In the table below a crystal of InSb is held with its atoms fixed, and only the k mesh is refined. An electron in a crystal is a wave, and its wave vector k says how the phase of that wave changes from one unit cell to the next. The energy and the pressure are built from averages over all wave vectors, and an N×N×N mesh replaces each average by a sum over N³ points. A positive pressure means that the cell would expand if it were released.

InSb in a fixed two-atom cell of 67.97 Å³, calculated with Ansatz 0.2.0 using the PBE functional, frozen-core PAW (set soft_2) and scalar relativity, without spin polarisation. The plane-wave cutoff is 420 eV and the Fermi-Dirac smearing width 0.05 eV. All k meshes include Γ, and pressure is positive in compression.

```tsv
k mesh	pressure (GPa)
3x3x3	4.799
4x4x4	3.674
7x7x7	3.177
9x9x9	3.150
13x13x13	3.140
```

### From 3x3x3 to 4x4x4: how large is the error of a coarse mesh?

It is of the order of 1 GPa. Measured against the 13x13x13 row, the pressure is too high by 1.7 GPa on the coarsest mesh and by 0.5 GPa on the next. The first of these errors is half as large as the converged pressure itself.

For practical use the error is better read as a length. A pressure error Δp shifts the relaxed lattice constant a by about aΔp/(3B), where B is the bulk modulus, the resistance to compression. With a rough recalled value of 40 GPa for B, the 3x3x3 mesh would make the lattice constant about 0.09 Å too long, and the 4x4x4 mesh about 0.03 Å.

### Still in the first two rows: why is the pressure too high and not too low?

Both meshes contain the point Γ, where k is zero and the wave repeats unchanged in every cell. On a coarse mesh this one point carries a large weight, 1/27 of the total in the first row. Γ is also an unusual point. Three of the four valence bands reach their highest energy there, and only the lowest band has its minimum there.

The balance is strongly on the high side. In the 9x9x9 calculation the filled valence levels at Γ, summed with two electrons each, lie 14 eV per cell above their average over the mesh. Divided by the number of mesh points, this excess would raise the energy by about 0.5 eV per cell in the first row and 0.2 eV in the second, if the other points did nothing to make up for it. The calculated free energies are too high by 0.47 eV and 0.15 eV, the same sign and order of size. The comparison is rough, since it ignores the change of the density with the mesh, and on 7x7x7 the same estimate gives 0.04 eV, four times the actual error. A mesh shifted off Γ would be the direct test and is expected to do much better, but it is not among these rows.

The step from energy to pressure is a matter of definition. Pressure is minus the change of energy with volume, so an excess pressure means that the energy error grows when the cell is squeezed. If the energy error varies as $V^{-g}$, with V the cell volume, then

$$g = \frac{V\,\Delta p}{\Delta E},$$

where ΔE is the energy error. The three coarsest meshes give g close to 1.5, so a cell smaller by 1 % has an energy error larger by about 1.5 %. Wider bands in a squeezed cell would be expected to give only about 2/3. A likelier source of the large value is the order of the levels at Γ. In these runs a single level 0.19 eV below the top of the valence band is filled, the s-like antibonding level that is empty in a normal semiconductor, and such a level rises steeply under compression. The rows do not separate these contributions, and the value 1.5 is read from the results and not derived.

This gives a rough conversion for this crystal, rough because g drifts upwards and is about 1.8 on the 9x9x9 mesh. An energy error of 10 meV per cell goes with a pressure error of roughly 0.04 GPa. The two quantities settle together, and either one can warn of trouble in the other.

### From 4x4x4 to 7x7x7: why does the error collapse so quickly?

Between these rows the pressure error shrinks by a factor of 14. If the excess weight of the single point Γ were the whole story, the error would follow that weight, 1/N³, and would shrink only by a factor of 6 when measured against the 13x13x13 row in the same way. A finer mesh does more than dilute Γ: its other points begin to trace the shape of the bands around it.

A picture in real space shows why this works so well. An N×N×N mesh is equivalent to a block of N×N×N cells whose electron waves are forced to repeat from block to block. For any quantity f that is averaged over k, the error of the mesh is

$$f_N-\bar f=\sum_{\mathbf R\neq 0} f_{N\mathbf R},$$

where $f_N$ is the mesh average, $\bar f$ the true average, **R** runs over the lattice vectors, and $f_{N\mathbf R}$ is the Fourier component of f that belongs to the vector N**R**. Only components that reach from one block to the next contribute. The shortest lattice vector is 4.6 Å long, so this reach is 18 Å for the 4x4x4 mesh and 32 Å for the 7x7x7 mesh.

The smoother the bands are as functions of k, the faster these long-range components die out. With a clear gap between filled and empty bands the decay is exponential. In a metal, where the filling of a band stops abruptly at the Fermi level, it is much slower, and smearing is used to soften the edge. InSb as calculated here lies between the two cases, because its filled and empty bands touch at Γ.

The five pressures do not reveal which law holds. An exponential in N and a free power of N, each with three constants adjusted by least squares to all five rows, fit about equally well, with a largest miss of 0.011 GPa, and neither follows the finest meshes: for the last step they predict 0.002 and 0.018 GPa, where the table has 0.010. Their limits for an infinitely fine mesh are 3.149 and 3.126 GPa, one above and one below the value of the finest mesh. Here a further calculation is worth more than an extrapolation.

### From 7x7x7 to 9x9x9: has everything settled once the pressure has?

The pressure has nearly settled, since its error drops from 0.04 to 0.01 GPa. The Fermi level, which marks the boundary between filled and empty levels, has not. Where it lies on the coarse meshes can be worked out with a short count of electrons.

At Γ the top of the valence band is a triplet, three levels of equal energy with room for six electrons. Of the eight valence electrons outside the d shells, two fill the lowest band and two the single level just below the triplet, so only four are left to fill them. On a coarse mesh all other points lie far from Γ, where levels are either full or empty, so the triplet is the only shell that is partly filled. Its occupation must be 4/6, and the Fermi-Dirac formula then fixes the Fermi level μ:

$$\frac{1}{1+e^{(E-\mu)/w}}=\frac{2}{3}\quad\Rightarrow\quad \mu-E=w\ln 2 .$$

Here E is the energy of the triplet and w the smearing width. With w = 0.05 eV the Fermi level should lie 0.05 eV × 0.69 = 35 meV above the triplet.

The calculation gives 35 meV on both 3x3x3 and 4x4x4, although the estimate has no adjustable constant. On 7x7x7 the distance is 39 meV, and the picture begins to fail. It is 56 meV on 9x9x9 and 101 meV on 13x13x13, where Γ is no longer alone.

The rise has a natural explanation in the shape of the bands. The upper valence bands are flat near Γ, so a fine mesh finds many levels just below the triplet, and smearing would take some electrons out of them. The conduction band is steep and offers few places for those electrons. The Fermi level has to move up until the count is right again.

The agreement between the first two rows is therefore a trap. Measured from the triplet, the Fermi level looks converged there, but only because both meshes share the same flaw. The pressure is less sensitive, since it collects contributions from all the electrons, whereas the Fermi level depends on the few that sit close to the touching point.

### What would change with another smearing width or another element?

Doubling the smearing width would roughly double the distance between Fermi level and triplet on the two coarsest meshes, to 70 meV or somewhat more, since the next lower level at Γ would then lose some electrons too. That distance reflects the chosen width and is no property of InSb.

Replacing antimony by phosphorus gives InP, a semiconductor with a clear gap. Its valence bands are full at Γ as well, so the partly filled triplet disappears, and with it the simple rule for the Fermi level. At the lattice constant of InP the errors of fine meshes should then die out exponentially, although a coarse mesh would still give Γ too much weight.

Real InSb also has a gap, of roughly 0.2 eV. The touching bands in these calculations are a known fault of the PBE functional, which places the s-like conduction level 0.19 eV below the triplet instead of above it. Spin-orbit coupling, which is left out here, would split the triplet and push its upper levels higher, so it would not open the gap. The behaviour of the Fermi level thus belongs to the calculated crystal and should not be carried over to the real one.

### From 9x9x9 to 13x13x13: which digits can be trusted?

The last refinement uses three times as many points in the full mesh and changes the pressure by 0.010 GPa. As far as the mesh is concerned, 3.1 GPa is safe, and the second decimal is good to one or two units. The third decimal of the last row should not be used. The cutoff matters at the same level: the runs report a stress correction of 0.034 GPa for the finite plane-wave basis, larger than the last step of the mesh. In terms of the lattice constant, the last step is worth less than 0.001 Å.

### Why does a pressure of 3 GPa remain at the end?

No finer mesh will remove it, because the last step is already hundreds of times smaller than the pressure itself. The cell was held near the measured size of the crystal, and PBE is known to prefer too large a lattice constant for InSb. A crystal held smaller than its functional wants it to be pushes outwards, which gives the sign seen here. How much of the 3 GPa comes from the functional, and how much from the neglect of spin-orbit coupling or from the soft PAW set, these five rows do not test.

The two kinds of error call for different treatment. The pressure that remains is common to all the rows and should largely cancel when two InSb cells of similar size are compared on equally fine meshes. The error of a coarse mesh changes with the mesh and can enter such a comparison unnoticed.

For this crystal a workable rule follows. Judged against the finest mesh, 7x7x7 is enough if 0.05 GPa can be tolerated, and 9x9x9 if the tolerance is 0.02 GPa. The Fermi level needs a convergence test of its own. Its distance from the triplet agrees on the two coarsest meshes at a wrong value, and it is still moving at 13x13x13.
